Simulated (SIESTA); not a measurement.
Crystal: P.

```xyz
4
Lattice="1.6477 -5.4650 0.0000 1.6477 5.4650 0.0000 0.0000 0.0000 4.5436" Properties=species:S:1:pos:R:3 pbc="T T T"
P     1.6477   -4.4173    2.6754
P     1.6477    4.4173    1.8683
P     1.6477   -1.0477    0.4035
P     1.6477    1.0477    4.1401
```

Base run:

```yaml
Program: SIESTA 5.4.2
Functional: PBEsol
Potentials_or_basis: PseudoDojo 0.4 standard (PBEsol files)
Basis: DZP (energy shift 0.003 Ry)
Grid_cutoff: 500 Ry
Energy_shift: 0.003 Ry
k_mesh: 8 × 8 × 6
Occupations: fermi-dirac, width 0.05 eV
Spin: no spin polarisation
```

Its results: band gap on the k mesh 0.05 eV, direct; pressure 0.9 GPa; largest force 0.562 eV/Å.

Task: After a change of settings the same cell gave: band gap on the k mesh 0.15 eV, direct; pressure 26.1 GPa; largest force 4.568 eV/Å. Which change was it?
A. functional from PBEsol to vdW-DF-cx; potentials or basis from PseudoDojo 0.4 standard (PBEsol files) to PseudoDojo 0.4 standard (PBE files)
B. basis from DZP (energy shift 0.003 Ry) to SZ (energy shift 0.003 Ry)
C. basis from DZP (energy shift 0.003 Ry) to TZP (energy shift 0.003 Ry)
D. basis from DZP (energy shift 0.003 Ry) to TZDP (energy shift 0.003 Ry)

Result: B.

Caveats: the basis of atomic orbitals isn't converged, which shifts pressures, moduli and gaps; the basis has no polarisation orbitals (some runs); forces of over 1 eV/Å show positions far from the minimum, so gaps and moduli don't describe the material at rest (some runs).
